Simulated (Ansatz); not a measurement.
PbS: 33S NMR of the central transition

Cell: a Materials Project structure (computed, not necessarily an observed phase).

Space group Pnma (No. 62); a = 12.0278, b = 4.2250, c = 4.2750 Å.

| site | Wyckoff | site symmetry | x | y | z |
| --- | --- | --- | --- | --- | --- |
| Pb | 4c | .m. | 0.8713 | 0.2500 | 0.1649 |
| S | 4c | .m. | 0.6436 | 0.2500 | 0.1079 |

One atom of each set is listed.

All values are calculated (Ansatz; DFT, r2SCAN, plane waves and PAW, scalar-relativistic, 500 eV cutoff, Γ-centred 3×8×8 k-points, Fermi–Dirac smearing 0.01 eV), not measured.

33S has I = 3/2 and Q = -69.40 mb (Pyykkö 2018); at 9.4 T its Larmor frequency is ν₀ = 30.8 MHz. Only the quadrupole interaction is simulated: positions count from each site's isotropic chemical shift, and J coupling is left out, as are shift anisotropy and dipolar coupling, which fast spinning averages.

Problem. Simulate the second-order pattern (fast magic-angle spinning, Gaussian broadening 0.2 kHz) of site S (6 Pb at 2.75–3.42 Å).

Solution. The calculation gives C_Q = 2.23 MHz and η = 0.04, so ν_Q = 1.11 MHz and the centre of gravity lies at -131 ppm (-4.04 kHz).

offset (kHz), height and a bar:
```
  -10.455          0 
  -10.037          3 #
   -9.619          5 ##
   -9.200          5 ##
   -8.782          5 ##
   -8.363          5 ##
   -7.945          6 ##
   -7.527          6 ##
   -7.108          6 ##
   -6.690          8 ###
   -6.271         74 ######################
   -5.853         57 #################
   -5.435         43 #############
   -5.016         38 ###########
   -4.598         36 ###########
   -4.179         36 ###########
   -3.761         36 ###########
   -3.343         37 ###########
   -2.924         40 ############
   -2.506         46 ##############
   -2.087         58 #################
   -1.669        100 ##############################
   -1.251         34 ##########
   -0.832          0
```

Without spin–orbit coupling the gradients at and beside Pb can be off by some per cent, at some sites by more.

Hardware: 1 thread of Arm Neoverse N1 (aarch64; 36 cores open to the job, memory cap 3.0 GiB, no GPU), a shared host with a load of 0.9 a core. Wall time 3.2 min, CPU time 3.2 min, peak memory 1.1 GiB.
